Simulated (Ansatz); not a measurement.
A relaxation computed with Ansatz, from input to last step.

```yaml
crystal:
  lattice:
    - [3.777, 0.0, 0.0]
    - [-1.8885, 3.2709779501, 0.0]
    - [0.0, 0.0, 6.498]
  atoms:
    - { symbol: Ti, position: [0.0, 0.0, 0.0] }
    - { symbol: Te, position: [0.6666666667, 0.3333333333, 0.2628] }
    - { symbol: Te, position: [0.3333333333, 0.6666666667, 0.7372] }
basis:
  ecutwfc: 420
kpoints:
  mp_grid: { grid: [12, 12, 8] }
hamiltonian:
  xc: pbe
scf:
  occupations: { method: gaussian, width: 0.1 }
output:
  forces: true
  stress: true
  eigenvalues: true
  write_density: true
  write_potential: true
  elf: true
  volumetric_format: npy
relax:
  adjacent_minimum: "off"
  f_tol: 0.005
  max_steps: 80
  cell: { stress_tol: 0.05 }
```

```bash
ansatz run input.yaml --threads 1 --pin off --max-ram 2560MiB --backend cpu --events-out ev --progress --plain --runs-dir out
```

Computed with DFT PBE, scalar-relativistic, plane waves, PAW (Ansatz).

Of 7 frames 7 are shown, positions in Å and forces in eV/Å; the SCF threshold varies from step to step. Steps run on the plane waves of an earlier cell, with a Pulay correction in the pressure. The basis is chosen afresh for the last frame, the zero of the energies, and at times for earlier ones too; energy and pressure step there, also at an unchanged geometry. The end is built of layers, and without a dispersion correction their distances are poorly fixed.

```xyz
3
Lattice="3.7770 0.0000 0.0000 -1.8885 3.2710 0.0000 0.0000 0.0000 6.4980" Properties=species:S:1:pos:R:3:forces:R:3 pbc="T T T" step=1 free_energy_over_end_meV_per_atom=5.64 pressure_GPa=0.93
Ti    0.0000    0.0000    0.0000    0.0000    0.0000    0.0000
Te    1.8885    1.0903    1.7077    0.0000    0.0000    0.0314
Te    0.0000    2.1807    4.7903    0.0000    0.0000   -0.0314
3
Lattice="3.8071 0.0000 0.0000 -1.9036 3.2971 0.0000 0.0000 0.0000 6.7342" Properties=species:S:1:pos:R:3:forces:R:3 pbc="T T T" step=2 free_energy_over_end_meV_per_atom=2.05 pressure_GPa=-0.04
Ti    0.0000    0.0000    0.0000    0.0000    0.0000    0.0000
Te    1.9036    1.0990    1.6999    0.0000    0.0000    0.0916
Te    0.0000    2.1980    5.0343    0.0000    0.0000   -0.0916
3
Lattice="3.7797 0.0000 0.0000 -1.8899 3.2733 0.0000 0.0000 0.0000 6.8203" Properties=species:S:1:pos:R:3:forces:R:3 pbc="T T T" step=3 free_energy_over_end_meV_per_atom=1.12 pressure_GPa=-0.60
Ti    0.0000    0.0000    0.0000    0.0000    0.0000    0.0000
Te    1.8899    1.0911    1.7401    0.0000    0.0000   -0.1381
Te    0.0000    2.1822    5.0802    0.0000    0.0000    0.1381
3
Lattice="3.7759 0.0000 0.0000 -1.8880 3.2701 0.0000 0.0000 0.0000 6.8259" Properties=species:S:1:pos:R:3:forces:R:3 pbc="T T T" step=4 free_energy_over_end_meV_per_atom=0.34 pressure_GPa=-0.09
Ti    0.0000    0.0000    0.0000    0.0000    0.0000    0.0000
Te    1.8880    1.0900    1.7280    0.0000    0.0000   -0.0187
Te    0.0000    2.1800    5.0979    0.0000    0.0000    0.0187
3
Lattice="3.7709 0.0000 0.0000 -1.8854 3.2657 0.0000 0.0000 0.0000 6.8778" Properties=species:S:1:pos:R:3:forces:R:3 pbc="T T T" step=5 free_energy_over_end_meV_per_atom=0.25 pressure_GPa=0.00
Ti    0.0000    0.0000    0.0000    0.0000    0.0000    0.0000
Te    1.8854    1.0886    1.7292    0.0000    0.0000    0.0005
Te    0.0000    2.1771    5.1485    0.0000    0.0000   -0.0005
3
Lattice="3.7690 0.0000 0.0000 -1.8845 3.2641 0.0000 0.0000 0.0000 6.8981" Properties=species:S:1:pos:R:3:forces:R:3 pbc="T T T" step=6 free_energy_over_end_meV_per_atom=0.24 pressure_GPa=0.01
Ti    0.0000    0.0000    0.0000    0.0000    0.0000    0.0000
Te    1.8845    1.0880    1.7304    0.0000    0.0000    0.0009
Te    0.0000    2.1760    5.1677    0.0000    0.0000   -0.0009
3
Lattice="3.7690 0.0000 0.0000 -1.8845 3.2641 0.0000 0.0000 0.0000 6.8981" Properties=species:S:1:pos:R:3:forces:R:3 pbc="T T T" step=7 free_energy_over_end_meV_per_atom=0.00 pressure_GPa=0.01
Ti    0.0000    0.0000    0.0000    0.0000    0.0000    0.0000
Te    1.8845    1.0880    1.7304    0.0000    0.0000    0.0008
Te    0.0000    2.1760    5.1677    0.0000    0.0000   -0.0008
```

It took 2.1 min on 1 thread of Arm Neoverse V1 (shared host), peak memory 0.53 GiB.